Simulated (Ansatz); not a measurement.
Hf$_{2}$Si: strain energy, fitted

Hf$_{2}$Si, I4/mcm, a = 6.511 Å, c = 5.143 Å. The structure is a Materials Project entry; whether it is the stable form wasn't checked. Ansatz: PBEsol, PAW, 420 eV, Γ-centred 6×6×8 mesh on 12 atoms, Gaussian smearing 0.10 eV; no spin polarisation. Series: biaxial strain in the a-b plane, c and atoms relaxed; x is the strain in per cent. y is the free energy over the unstrained cell, V0 = 18.168 Å³/atom.

| x (%) | y (meV/atom) |
| --- | --- |
| -3.0 | ? |
| -2.0 | 14.52 |
| -1.0 | 3.62 |
| 0.0 | 0.00 |
| 1.0 | 3.37 |
| 2.0 | 13.44 |
| 3.0 | 29.87 |

Problem. Fit y = c2 x² + c3 x³ to the other rows, turn c2 into a modulus, and predict the missing energy.

Solution. Least squares on the rows shown. y = 3.5027 x² − 0.062346 x³. In eV per unit strain² c2 is 35.03; M is the biaxial modulus (E = M V0 ε²): 35.03 × 160.2 / (18.168) = 309 GPa. At x = -3.0 the fit asked for gives 33.21 meV/atom. The run gave 32.95 meV/atom, so the fit is 0.26 meV/atom too high, 0.79 % of the span of the series, against an rms of 0.05 meV/atom on the fitted rows. The row lies outside the fitted range. With a term in x⁴ added, a fit to the same known rows predicts 33.54 meV/atom, further off still.

Spin–orbit coupling is left out, which can shift energies with elements as heavy as these.